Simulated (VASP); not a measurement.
# SnTe (strained rocksalt): one PBE single-point calculation in two programs

```xyz
2
Lattice="0.0000 3.2212 3.1869 3.2212 0.0000 3.1869 3.2212 3.2212 0.0000" Properties=species:S:1:pos:R:3 pbc="T T T"
Sn    0.0000    0.0000    0.0000
Te    3.2212    3.2212    3.1869
```

The two codes use different PAW datasets and cutoffs. VASP's cell holds 20 valence electrons and Ansatz's 30. Ansatz's stress includes a Pulay correction; VASP's doesn't.

Cutoffs: 520 eV in VASP, 420 eV in Ansatz. k meshes: 8×8×8 and 8×8×8.

```csv
,VASP,Ansatz
gap between bands v and c,0.06 eV,0.06 eV
least direct gap,0.06 eV,0.06 eV
pressure,-0.2 GPa,-0.1 GPa
```

Band v is the last that the valence electrons fill when counted band by band, and c is the next. Levels in eV from the top of v, Ansatz:

```tsv
point	v−1	v	c	c+1
Γ	-1.94	-1.94	3.16	3.16
X	-3.52	-3.40	2.42	4.55
K	-3.02	-2.60	2.92	2.98
L	-1.65	0.00	0.06	0.44
W	-4.47	-0.83	0.85	4.56
```

VASP:

```
point    v−1      v     c   c+1
    Γ  -1.94  -1.94  3.16  3.16
    X  -3.52  -3.40  2.41  4.55
    K  -3.02  -2.60  2.92  2.98
    L  -1.65   0.00  0.06  0.44
    W  -4.47  -0.83  0.85  4.56
```
